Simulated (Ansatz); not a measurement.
**KCl, one cell by several methods**

```
K Cl
1.0
    -0.03156    3.14032    3.14032
     3.14032   -0.03156    3.14032
     3.14032    3.14032   -0.03156
K Cl
1 1
Direct
  0.00000 0.00000 0.00000
  0.50000 0.50000 0.50000
```

Atoms are numbered in the order listed.

Conventional cell: a = 4.486 Å, b = 4.486 Å, c = 10.824 Å, α = 90.00°, β = 90.00°, γ = 120.00°. Around K (atom 1) lie 6 Cl at 3.16 Å. Cl (atom 2) has 6 K at 3.16 Å as nearest neighbours.

The cell is a measured one (Crystallography Open Database entry 9003114); the temperature and pressure of the measurement aren't taken into account, and nothing was relaxed. The listed cell was then made from it by scaling, straining or moving an atom.

All numbers are computed: DFT, PBE, PAW with Ansatz's default frozen-core files, scalar-relativistic (Ansatz 0.2.0); DFT, PBE, all-electron LAPW, scalar-relativistic (Ansatz 0.2.0).

For PAW: a Γ-centred 7×7×7 k mesh, Fermi–Dirac smearing of 0.03 eV, cutoff 420 eV, no spin polarisation. LAPW targets a basis error of 1 meV/atom. The Ansatz runs share mesh, smearing and spin set-up. Plane-wave (PAW) pressures include the program's estimate of the Pulay term.

Stress and pressure are positive in compression.

The change that made this cell: equal xy, yz and zx engineering shear strains of -1 %.

PAW results:

```tsv
quantity	PAW
pressure (GPa)	0.58
stress yz (GPa)	0.06
stress xz (GPa)	0.06
stress xy (GPa)	0.06
band gap (eV)	5.138
```

Question: What does LAPW (all electrons) give for the same quantities?

Answer: 
```csv
quantity,LAPW
pressure (GPa),0.58
stress yz (GPa),0.06
stress xz (GPa),0.06
stress xy (GPa),0.06
band gap (eV),5.138
```
